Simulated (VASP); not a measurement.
# CdS (Greenockite) (P6_3mc) in VASP: further runs, part 3 of 3

VASP 6.6.1.

### Step 4. Band structure, MS2

INCAR reads:

```
SYSTEM = CdS
  ALGO = Normal
  EDIFF = 1E-6
  ENCUT = 520
  ISIF = 2
  ISMEAR = -1
  LASPH = .True.
  LCHARG = .False.
  LMIXTAU = .True.
  LREAL = .False.
  LWAVE = .False.
  METAGGA = MS2
  NELM = 80
  PREC = Accurate
  SIGMA = 0.05
```

KPOINTS reads:

```
k-points
0
Gamma
  7 7 4
  0 0 0
```

POSCAR reads:

```
CdS
1.0
    4.1500000000      0.0000000000      0.0000000000
   -2.0750000000      3.5940054257      0.0000000000
    0.0000000000      0.0000000000      6.7370000000
Cd S
2 2
Direct
    0.6666666667      0.3333333333      0.5000000000
    0.3333333333      0.6666666667      0.0000000000
    0.6666666667      0.3333333333      0.8750000000
    0.3333333333      0.6666666667      0.3750000000
```

KPOINTS_OPT reads:

```
path GMKGALHA,LM,KH
15
line-mode
reciprocal
 0.0000000000  0.0000000000  0.0000000000  G
 0.5000000000  0.0000000000  0.0000000000  M

 0.5000000000  0.0000000000  0.0000000000  M
 0.3333333333  0.3333333333  0.0000000000  K

 0.3333333333  0.3333333333  0.0000000000  K
 0.0000000000  0.0000000000  0.0000000000  G

 0.0000000000  0.0000000000  0.0000000000  G
 0.0000000000  0.0000000000  0.5000000000  A

 0.0000000000  0.0000000000  0.5000000000  A
 0.5000000000  0.0000000000  0.5000000000  L

 0.5000000000  0.0000000000  0.5000000000  L
 0.3333333333  0.3333333333  0.5000000000  H

 0.3333333333  0.3333333333  0.5000000000  H
 0.0000000000  0.0000000000  0.5000000000  A

 0.5000000000  0.0000000000  0.5000000000  L
 0.5000000000  0.0000000000  0.0000000000  M

 0.3333333333  0.3333333333  0.0000000000  K
 0.3333333333  0.3333333333  0.5000000000  H
```

Potentials or basis: VASP PAW PBE potentials, release 64 (Cd, S).

On the command line:

```sh
$ cat potpaw_PBE.64/Cd/POTCAR potpaw_PBE.64/S/POTCAR > POTCAR
$ mpirun -np 1 vasp_std > vasp.out
```

OUTCAR:

```text
SYSTEM = CdS
   EDIFF = 1E-6
   ENCUT = 520
   ISIF = 2
   ISMEAR = -1
   LASPH = .True.
   LREAL = .False.
   METAGGA = MS2
   NELM = 80
   PREC = Accurate

 ion  position               nearest neighbor table
   1  0.667  0.333  0.500-   3 2.53   4 2.54   4 2.54   4 2.54
   2  0.333  0.667  0.000-   4 2.53   3 2.54   3 2.54   3 2.54
   3  0.667  0.333  0.875-   1 2.53   2 2.54   2 2.54   2 2.54
   4  0.333  0.667  0.375-   2 2.53   1 2.54   1 2.54   1 2.54

  LATTYP: Found a hexagonal cell.
 ALAT       =     4.1500000000
 C/A-ratio  =     1.6233734940

[... 797 lines left out ...]
  --------------------------------------------------------------------------------------
  -------------------------------------------------------------------------------------
  Total        0.4150372      0.4150372      0.7912569      0.0000000      0.0000000      0.0000000
  in kB        6.6176569      6.6176569     12.6163781      0.0000000      0.0000000      0.0000000
  external PRESSURE =       8.6172306 kB  Pullay stress =       0.0000000 kB

 VOLUME and BASIS-vectors are now :
 -----------------------------------------------------------------------------
  energy-cutoff  :      520.00
  volume of cell :      100.48
      direct lattice vectors                 reciprocal lattice vectors
     4.150000000  0.000000000  0.000000000     0.240963855  0.139120547  0.000000000
    -2.075000000  3.594005426  0.000000000     0.000000000  0.278241094  0.000000000
     0.000000000  0.000000000  6.737000000     0.000000000  0.000000000  0.148434021

 POSITION                                       TOTAL-FORCE (eV/Angst)
 -----------------------------------------------------------------------------------
      2.07500      1.19800      3.36850         0.000000      0.000000     -0.069976
     -0.00000      2.39600      0.00000        -0.000000     -0.000000     -0.069976
      2.07500      1.19800      5.89487         0.000000      0.000000      0.069976
     -0.00000      2.39600      2.52637         0.000000      0.000000      0.069976
 -----------------------------------------------------------------------------------
    total drift:                               -0.000001     -0.000001      0.008500

  FREE ENERGIE OF THE ION-ELECTRON SYSTEM (eV)
  ---------------------------------------------------
  free  energy   TOTEN  =       -15.6576286976 eV

  energy  without entropy=      -15.6576286915  energy(sigma->0) =      -15.65762869
```

stdout:

```text
POSCAR found type information on POSCAR CdS
 POSCAR found :  2 types and       4 ions
 scaLAPACK will be used
 -----------------------------------------------------------------------------
|                                                                             |
|                                                                             |
|     You enforced a specific xc type in the INCAR file but a different       |
|     I HOPE YOU KNOW WHAT YOU ARE DOING!                                     |
|                                                                             |
 -----------------------------------------------------------------------------

 LDA part: xc-table for (None), standard interpolation
 POSCAR, INCAR and KPOINTS ok, starting setup
 FFT: planning ... GRIDC
 FFT: planning ... GRID_SOFT
 FFT: planning ... GRID
 WAVECAR not read
 entering main loop
 Start KPOINTS_OPT (optional k-point list driver)
k-point batch [1-24\135]
k-point batch [25-48\135]
k-point batch [49-72\135]
k-point batch [73-96\135]
k-point batch [97-120\135]
k-point batch [121-135\135]
```

Wall time 4.5 min (1 thread of Intel Xeon 6975P-C (Granite Rapids), shared host); peak memory 0.26 GiB.

Results:

```yaml
Free_energy: -15.6576 eV
Pressure: 0.9 GPa
Largest_force: 0.070 eV/Å
Band_gap_on_the_k_mesh: 1.55 eV, direct
Band_gap_along_the_path: 1.55 eV, direct
```

Forces in eV/Å, atoms in the order of the input:
```
Cd   0.000  0.000 -0.070
Cd   0.000  0.000 -0.070
S    0.000  0.000  0.070
S    0.000  0.000  0.070
```

Levels at the corners of the path, in eV from the valence-band top:
| point | band 16 | band 17 | band 18 | band 19 | band 20 | band 21 |
| --- | --- | --- | --- | --- | --- | --- |
| Γ | -0.04 | 0.00 | 0.00 | 1.55 | 3.18 | 6.84 |
| M | -1.88 | -1.29 | -0.74 | 4.11 | 4.20 | 5.31 |
| M | -1.88 | -1.29 | -0.74 | 4.11 | 4.20 | 5.31 |
| K | -1.85 | -1.85 | -1.61 | 4.83 | 5.53 | 5.53 |
| K | -1.85 | -1.85 | -1.61 | 4.83 | 5.53 | 5.53 |
| Γ | -0.04 | 0.00 | 0.00 | 1.55 | 3.18 | 6.84 |
| Γ | -0.04 | 0.00 | 0.00 | 1.55 | 3.18 | 6.84 |
| A | -0.40 | -0.40 | -0.40 | 3.20 | 3.20 | 6.50 |
| A | -0.40 | -0.40 | -0.40 | 3.20 | 3.20 | 6.50 |
| L | -1.34 | -1.32 | -1.32 | 3.80 | 3.80 | 5.72 |
| L | -1.34 | -1.32 | -1.32 | 3.80 | 3.80 | 5.72 |
| H | -2.41 | -1.12 | -1.12 | 4.79 | 4.79 | 6.28 |
| H | -2.41 | -1.12 | -1.12 | 4.79 | 4.79 | 6.28 |
| A | -0.40 | -0.40 | -0.40 | 3.20 | 3.20 | 6.50 |
| L | -1.34 | -1.32 | -1.32 | 3.80 | 3.80 | 5.72 |
| M | -1.88 | -1.29 | -0.74 | 4.11 | 4.20 | 5.31 |
| K | -1.85 | -1.85 | -1.61 | 4.83 | 5.53 | 5.53 |
| H | -2.41 | -1.12 | -1.12 | 4.79 | 4.79 | 6.28 |

Caveat: the PAW data sets were made with another functional, which shifts forces and pressure a little.

### Step 5. The reference run

An earlier run on the cell as given: functional PBEsol; potentials or basis VASP PAW PBE potentials, release 64 (Cd, S); cutoff 520 eV; k mesh 7 × 7 × 4; occupations fermi-dirac, width 0.05 eV; no spin polarisation.

* Pressure: -0.6 GPa
* Largest force: 0.067 eV/Å
* Band gap on the k mesh: 1.06 eV, direct

### Step 6. The runs side by side

```tsv
task	level	ladder	gap on the mesh (eV)	pressure (GPa)	largest force (eV/Å)
band structure	TPSS	-	1.40	2.4	0.08
band structure	revTPSS	-	1.34	1.6	0.08
band structure	MS2	-	1.55	0.9	0.07
single point	PBEsol	free	1.06	-0.6	0.07
```

Alike in all rows: potentials or basis VASP PAW PBE potentials, release 64 (Cd, S); no spin polarisation; cell as given; k mesh 7 × 7 × 4; cutoff (eV) 520; smearing fermi-dirac 0.05 eV.

On the cell as given the gap runs from 1.06 eV (PBEsol) to 1.55 eV (MS2). The pressure there spans -0.6 GPa (PBEsol) to 2.4 GPa (TPSS); a positive pressure means that this level wants a larger cell, a negative one a smaller.

Caveats: the PAW data sets were made with another functional, which shifts forces and pressure a little.

Total energies depend on the potentials used, so only differences within one code and one set of settings carry meaning.

### Step 7. Against experiment

Step 2. A measured gap of CdS is 2.5809 eV (quoted in “Isotope dependence of band-gap energy”, 2008, arxiv:0807.2152); the calculated 1.40 eV misses it by -1.18 eV. Spin-orbit coupling on Cd is left out. The value is that of TPSS, without temperature or zero-point motion.

Step 3. Against the measured gap of CdS, 2.5809 eV (quoted in “Isotope dependence of band-gap energy”, 2008, arxiv:0807.2152), the calculated 1.34 eV is off by -1.24 eV. Spin-orbit coupling on Cd is left out. The value is that of revTPSS, without temperature or zero-point motion.

Step 4. Against the measured gap of CdS, 2.5809 eV (quoted in “Isotope dependence of band-gap energy”, 2008, arxiv:0807.2152), the calculated 1.55 eV is off by -1.03 eV. Spin-orbit coupling on Cd is left out. The value is that of MS2, without temperature or zero-point motion.
